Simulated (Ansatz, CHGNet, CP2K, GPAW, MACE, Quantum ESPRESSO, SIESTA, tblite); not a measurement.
# CP2K runs on rutile SnO2, size series (72 atoms), part 3 of 3

Aim: run rutile SnO2, size series (72 atoms) in CP2K and see how near its forces come to a plane-wave reference, and at what cost.

Program: CP2K 2026.2; the method stands at each step. Banners, paths, timers and routine set-up lines are dropped from the logs unmarked, and long logs keep their key lines alone; longer cuts are marked.

So far. Step 6 (PBE, SZV-MOLOPT-SR, 600/50 Ry, TRS4 filter 1e-07, SCF …): Against the first run (6.6 %), the force difference from the reference is 20 %, at 0.094 times the CPU time (on 2 against 4 cores) (8 SCF steps against 68).

### Step 7. PBE, SZV-MOLOPT-SR, 600/50 Ry, OT CG

Method: Kohn-Sham DFT, PBE, GTH-PBE pseudopotentials, Gaussian and plane waves, SZV-MOLOPT-SR-GTH, orbital transformation.

The input, input.inp:

```
&GLOBAL
  PROJECT cell
  RUN_TYPE ENERGY_FORCE
  PRINT_LEVEL LOW
&END GLOBAL
&FORCE_EVAL
  METHOD QS
  STRESS_TENSOR ANALYTICAL
  &DFT
    BASIS_SET_FILE_NAME BASIS_MOLOPT
    POTENTIAL_FILE_NAME GTH_POTENTIALS
    &MGRID
      CUTOFF 600
      REL_CUTOFF 50
      NGRIDS 5
    &END MGRID
    &QS
      EPS_DEFAULT 1.0E-12
    &END QS
    &SCF
      SCF_GUESS ATOMIC
      EPS_SCF 1.0E-06
      MAX_SCF 30
      &OT
        MINIMIZER CG
        PRECONDITIONER FULL_ALL
        ENERGY_GAP 0.001
      &END OT
      &OUTER_SCF
        EPS_SCF 1.0E-06
        MAX_SCF 8
      &END OUTER_SCF
      &PRINT
        &RESTART OFF
        &END RESTART
      &END PRINT
    &END SCF
    &XC
      &XC_FUNCTIONAL PBE
      &END XC_FUNCTIONAL
    &END XC
    &PRINT
      &MULLIKEN ON
      &END MULLIKEN
      &LOWDIN ON
      &END LOWDIN
      &MO_CUBES
        NHOMO 1
        NLUMO 4
        WRITE_CUBE F
      &END MO_CUBES
    &END PRINT
  &END DFT
  &SUBSYS
    &CELL
      A 9.47400 0.00000 0.00000
      B 0.00000 9.47400 0.00000
      C 0.00000 0.00000 9.55800
    &END CELL
    &COORD
[... 72 atom lines left out: the same atoms as in the first run ...]
    &END COORD
    &KIND Sn
      BASIS_SET SZV-MOLOPT-SR-GTH-q4
      POTENTIAL GTH-PBE-q4
    &END KIND
    &KIND O
      BASIS_SET SZV-MOLOPT-SR-GTH-q6
      POTENTIAL GTH-PBE-q6
    &END KIND
  &END SUBSYS
  &PRINT
    &FORCES ON
    &END FORCES
    &STRESS_TENSOR ON
    &END STRESS_TENSOR
  &END PRINT
&END FORCE_EVAL
```

Command:

```sh
$ OMP_NUM_THREADS=2 cp2k.psmp -i input.inp > output.txt
```

Numbers of over 12 decimals in the logs are rounded to 6 here.

The program printed:

```text
CP2K| version string:                                       CP2K version 2026.2
 CP2K| Input file name                                                 input.inp
 GLOBAL| Basis set file name                                        BASIS_MOLOPT
 GLOBAL| Potential file name                                      GTH_POTENTIALS
[... lines left out ...]
  Total energy:                                              -851.265207
[... lines left out ...]
  Step     Update method      Time    Convergence         Total energy    Change
[... lines left out ...]
  *** SCF run converged in     5 steps ***
[... lines left out ...]
  Total energy:                                              -851.265460
[... lines left out ...]
  outer SCF loop converged in   2 iterations or   68 steps
[... lines left out ...]
 Fermi Energy [eV] :    6.559652
[... lines left out ...]
 OT| Eigensolver reached convergence in 79 iterations
[... lines left out ...]
 ENERGY| Total FORCE_EVAL ( QS ) energy [hartree]           -851.265460
[... lines left out ...]
 FORCES|      1  2.45626835E-02 -6.65626003E-03  8.67416758E-03   2.68862865E-02
 FORCES|      2  2.15985084E-02 -3.09031403E-03 -2.56325434E-02   3.36611480E-02
 FORCES|      3 -7.79488449E-03 -1.01806236E-02  1.15266367E-03   1.28737700E-02
[...]
FORCES|     71 -1.00301616E-03  2.21308481E-03 -1.72833767E-02   1.74533348E-02
 FORCES|     72  1.99684395E-02 -1.09794328E-02  9.21722933E-03   2.45813717E-02
 FORCES| Sum    -8.66746691E-03  8.96532190E-03 -7.32309462E-03
 FORCES| Total atomic force                                       1.44613172E-02
 STRESS| Analytical stress tensor [bar]
 STRESS|                        x                   y                   z
 STRESS|      x        2.06261199754E+05  -1.41265942328E+02   9.87173918456E+03
 STRESS|      y       -1.41265942328E+02   2.06894781341E+05  -2.84086076275E+03
 STRESS|      z        9.87173918456E+03  -2.84086076275E+03   3.19759932220E+05
 STRESS| 1/3 Trace                                             2.44305304438E+05
```

The job ended after 3.4 min (2 threads of Arm Neoverse V2, shared host; peak memory 1.2 GiB).

Against the reference:

```yaml
r_m_s_force_component: 0.9124 eV/Å
r_m_s_difference_of_force_components: 152.8 meV/Å
longest_difference_of_force_vectors: 541.7 meV/Å
force_difference_over_r_m_s_force: 19.67 %
slope_of_forces_against_the_reference_s: 1.171
correlation_of_force_components: 0.9966
spacing_of_highest_filled_and_lowest_empty_level: 0.3422 eV
gap_difference: -0.8606 eV
pressure: 24.43 GPa
pressure_difference: 12.72 GPa
```

This is a coarse setting, run to see what it loses.

Against the first run (6.6 %), the force difference from the reference is 20 %, at 0.50 times the CPU time (on 2 against 4 cores), with 288 basis functions against 936: the smaller basis costs accuracy.

The forces add up to 0.74 eV/Å instead of zero, usually a sign of too coarse a grid.

### Step 8. All runs compared

Differences are against the plane-wave reference, forces as r.m.s. over components; share is that over the reference's r.m.s. force, slope the least-squares factor from reference forces to these. Total energies of different programs have different zeros and aren't compared.

```csv
run,"Δ force, r.m.s. (meV/Å)",share (%),slope,Δ pressure (GPa),Δ gap (eV),cores,CPU time,memory (GiB)
reference,-,-,-,-,-,8,40 s,1.2
"CP2K PBE, DZVP-MOLOPT-SR, 600/50 Ry, OT CG",51.3,6.60,0.980,3.02,-0.202,4,13 min,3.1
"CP2K GFN1-xTB, OT DIIS",358,46.2,0.606,-28.1,-,1,5.1 s,0.34
"CP2K PBE, SZV-MOLOPT-SR, 600/50 Ry, TRS4 filter 1e-04, SCF 1e-05 (coarse)",165,21.2,1.186,12.8,-,2,44 s,1.2
"CP2K PBE, SZV-MOLOPT-SR, 600/50 Ry, TRS4 filter 1e-06, SCF 1e-06 (coarse)",150,19.3,1.163,12.7,-,2,51 s,1.2
"CP2K PBE, SZV-MOLOPT-SR, 600/50 Ry, TRS4 filter 1e-07, SCF 1e-07 (coarse)",154,19.9,1.173,12.7,-,2,71 s,1.2
"CP2K PBE, SZV-MOLOPT-SR, 600/50 Ry, OT CG (coarse)",153,19.7,1.171,12.7,-0.861,2,6.4 min,1.2
```

Rows marked coarse were listed beforehand as settings not expected to be converged; some can still land near the reference.

CPU time is summed over cores on a shared host, where runs went side by side, so it is rough. Symmetry, cutoffs, thresholds, outputs and thread counts weren't matched or tuned between programs; memory under MPI is the largest rank's times the ranks.

Mean charges by element (e), by run and scheme:

```csv
run,scheme,Sn,O
reference,Löwdin,+1.76,-0.81
"CP2K PBE, DZVP-MOLOPT-SR, 600/50 Ry, OT CG",Mulliken,+1.75,-0.88
"CP2K GFN1-xTB, OT DIIS",Mulliken,+0.93,-0.47
```

The reference's Löwdin charges lack the electrons that the projection spills, 0.044 e an atom on average.

Within one program, basis, potentials and functional, energies share a zero. Each run against its twin at the usual cutoff or grid and solver:

```csv
run,twin,Δ energy (meV/atom),"Δ force, r.m.s. (meV/Å)",CPU time over the twin's
"CP2K PBE, SZV-MOLOPT-SR, 600/50 Ry, TRS4 filter 1e-04, SCF 1e-05","SZV-MOLOPT-SR, 600/50 Ry, OT CG",0.374,24.2,0.12
"CP2K PBE, SZV-MOLOPT-SR, 600/50 Ry, TRS4 filter 1e-06, SCF 1e-06","SZV-MOLOPT-SR, 600/50 Ry, OT CG",0.121,15.9,0.13
"CP2K PBE, SZV-MOLOPT-SR, 600/50 Ry, TRS4 filter 1e-07, SCF 1e-07","SZV-MOLOPT-SR, 600/50 Ry, OT CG",0.0158,5.57,0.18
```

A second geometry, displaced anew (every atom was moved at random, 0.06 Å r.m.s. a Cartesian component), gives an energy difference that all programs can be tested on. The reference puts it at 105.2 meV/atom.

```csv
run,energy less the first geometry's (meV/atom),error (meV/atom),force share at the second geometry (%)
"CP2K PBE, DZVP-MOLOPT-SR, 600/50 Ry, OT CG",104.6,-0.537,4.83
"CP2K GFN1-xTB, OT DIIS",61.22,-44.0,46.0
"CP2K PBE, SZV-MOLOPT-SR, 600/50 Ry, OT CG",121.6,16.4,14.5
```

### Step 9. Results

```yaml
nearest_in_forces: CP2K PBE, DZVP-MOLOPT-SR, 600/50 Ry, OT CG, 6.6 %
its_cpu_time: 13 min
```

The PBE run in local orbitals, coarse settings apart, differs by 6.6 % (CP2K PBE, DZVP-MOLOPT-SR, 600/50 Ry, OT CG); basis, grid and potentials can all enter. Tight binding differs by 46 % (CP2K GFN1-xTB, OT DIIS); it is another model, with fitted parameters of its own, and the xTB methods hold dispersion. Runs with settings chosen to be coarse differ by 19 % (CP2K PBE, SZV-MOLOPT-SR, 600/50 Ry, TRS4 filter 1e-06, SCF 1e-06) to 21 % (CP2K PBE, SZV-MOLOPT-SR, 600/50 Ry, TRS4 filter 1e-04, SCF 1e-05), their programs' other errors included. One electronic-structure run takes under half the reference's CPU time: CP2K GFN1-xTB, OT DIIS, at 46 % in 5.1 s against 40 s; its pressure misses by -28.1 GPa. CP2K PBE, SZV-MOLOPT-SR, 600/50 Ry, TRS4 filter 1e-04, SCF 1e-05 stiffens the forces by a factor of 1.19 while following their directions (correlation 0.996); the slopes of the 6 CP2K runs lie between 0.61 and 1.19. At the same functional, gaps differ from the reference's 1.20 eV by between -0.86 and -0.20 eV. These are spacings on the run's k-points, which needn't hold the band edges. In pressure, CP2K PBE, SZV-MOLOPT-SR, 600/50 Ry, TRS4 filter 1e-04, SCF 1e-05 misses by +12.8 GPa, at the same functional. Charges hang on model, scheme and program or settings: among these rows the mean for Sn runs from +0.93 to +1.76 e. With TRS4, tightening the sparsity filter from 1e-04 to 1e-07, and the SCF threshold with it, takes the force difference from the cubic solver from 24 to 5.6 meV/Å, and the CPU time from 0.12 to 0.18 times the cubic solver's. The energy difference between the two geometries, 105 meV/atom in the reference, is met best by CP2K PBE, DZVP-MOLOPT-SR, 600/50 Ry, OT CG (-0.537) and worst by CP2K GFN1-xTB, OT DIIS (-44). Periodic xTB results under one method name differ between programs and library versions. The potentials hold different valence shells: 624 electrons in the reference, 384 in CP2K with SZV-MOLOPT-SR; this bears on time and differences. The reference's stress is far from hydrostatic: its diagonal is 10.5, 10.5, 14.1 GPa, compression counted positive. The reference's pressure of 12 GPa says that the cell would expand at this level of theory. The electronic-structure runs sample only Γ, in a cell whose shortest periodic width is 9 Å.

[Also dropped from logs without a mark: logging warnings of Python, and SIESTA's first energy breakdown and zero terms.]

[Logs are printed without paths, hosts, clocks, repeated set-up lines and the standing remarks that a program may print on its own settings, such as how far it seeks lower states.]

[Hosts, paths, dates, database ids (printed as entryN), source tags and the programs' standing remarks are cut or masked in the printed files.]
